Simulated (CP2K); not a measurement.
Here is a CP2K 2026.2 calculation.

File cdte_scf.inp:

```
&GLOBAL
  PROJECT cdte_scf
  RUN_TYPE ENERGY_FORCE
  PRINT_LEVEL LOW
&END GLOBAL
&FORCE_EVAL
  METHOD QS
  STRESS_TENSOR ANALYTICAL
  &DFT
    BASIS_SET_FILE_NAME BASIS_MOLOPT_UZH
    POTENTIAL_FILE_NAME POTENTIAL_UZH
    &MGRID
      CUTOFF 675
      REL_CUTOFF 60
      NGRIDS 4
    &END MGRID
    &QS
      METHOD GPW
      EPS_DEFAULT 1.0E-9
    &END QS
    &KPOINTS
      SCHEME MONKHORST-PACK 7 7 7
      GAMMA_CENTERED T
      SYMMETRY T
      SYMMETRY_BACKEND SPGLIB
    &END KPOINTS
    &SCF
      SCF_GUESS ATOMIC
      EPS_SCF 1.0E-6
      MAX_SCF 100
      ADDED_MOS 10
      CHOLESKY OFF
      EPS_EIGVAL 1.0E-7
      &DIAGONALIZATION ON
        ALGORITHM STANDARD
      &END DIAGONALIZATION
      &MIXING ON
        METHOD BROYDEN_MIXING
        ALPHA 0.4
        BETA 1.5
        NBUFFER 8
      &END MIXING
      &SMEAR ON
        METHOD FERMI_DIRAC
        ELECTRONIC_TEMPERATURE [K] 580.226
      &END SMEAR
    &END SCF
    &XC
      &XC_FUNCTIONAL PBE
      &END XC_FUNCTIONAL
    &END XC
    &PRINT
      &KPOINTS ON
      &END KPOINTS
      &MULLIKEN ON
      &END MULLIKEN
      &MO ON
        ENERGIES T
        OCCUPATION_NUMBERS T
        &EACH
          QS_SCF 0
        &END EACH
        ADD_LAST NUMERIC
      &END MO
      &E_DENSITY_CUBE ON
        STRIDE 1
      &END E_DENSITY_CUBE
      &V_HARTREE_CUBE ON
        STRIDE 1
      &END V_HARTREE_CUBE
      &ELF_CUBE ON
        STRIDE 1
      &END ELF_CUBE
    &END PRINT
  &END DFT
  &SUBSYS
    &CELL
      ABC 4.5325544674 4.5325544674 4.5325544674
      ALPHA_BETA_GAMMA 60.0000000004 59.9999999999 60.0000000000
      PERIODIC XYZ
    &END CELL
    &COORD
      SCALED
      Te  0.7500000000 0.7500000000 0.7500000000
      Cd  0.0000000000 0.0000000000 0.0000000000
    &END COORD
    &KIND Te
      BASIS_SET TZVP-MOLOPT-PBE-GTH-q6
      POTENTIAL GTH-PBE-q6
    &END KIND
    &KIND Cd
      BASIS_SET TZVP-MOLOPT-PBE-GTH-q12
      POTENTIAL GTH-PBE-q12
    &END KIND
    &PRINT
      &ATOMIC_COORDINATES ON
      &END ATOMIC_COORDINATES
      &CELL ON
      &END CELL
    &END PRINT
  &END SUBSYS
  &PRINT
    &FORCES ON
    &END FORCES
    &STRESS_TENSOR ON
    &END STRESS_TENSOR
  &END PRINT
&END FORCE_EVAL
```

Potentials or basis: POTENTIAL_UZH Te GTH-PBE-q6, Cd GTH-PBE-q12; TZVP-MOLOPT-PBE-GTH basis.

Launch:

```sh
$ OMP_NUM_THREADS=1 cp2k.psmp -i cdte_scf.inp -o cdte_scf.out
```

Task: Estimate the band gap on the k mesh.

Result: 0.88 eV, direct.

Task: Estimate the Mulliken charges.

Result: Te -0.63; Cd +0.63 e.

Task: What does it give for the pressure?

Result: 4.9 GPa.

Caveat: spin-orbit coupling is left out, which moves the levels of the heavy elements; the basis of atomic orbitals isn't converged, which shifts pressures, moduli and gaps.

**The experiment to reproduce.**

From a printed reference work, data compilation, for a bulk crystal of CdTe at 0 K: band gap 1.607 eV.

Measured gap of CdTe: 1.607 eV (0 K; a printed reference work, data compilation). This calculation gives 0.88 eV (-0.73 eV). Spin-orbit coupling on Cd, Te is left out. The value is that of PBE in an atomic basis (POTENTIAL_UZH Te GTH-PBE-q6, Cd GTH-PBE-q12; TZVP-MOLOPT-PBE-GTH basis), whose error adds to the functional's,, without temperature or zero-point motion. Semilocal functionals fall short of measured gaps as a rule.
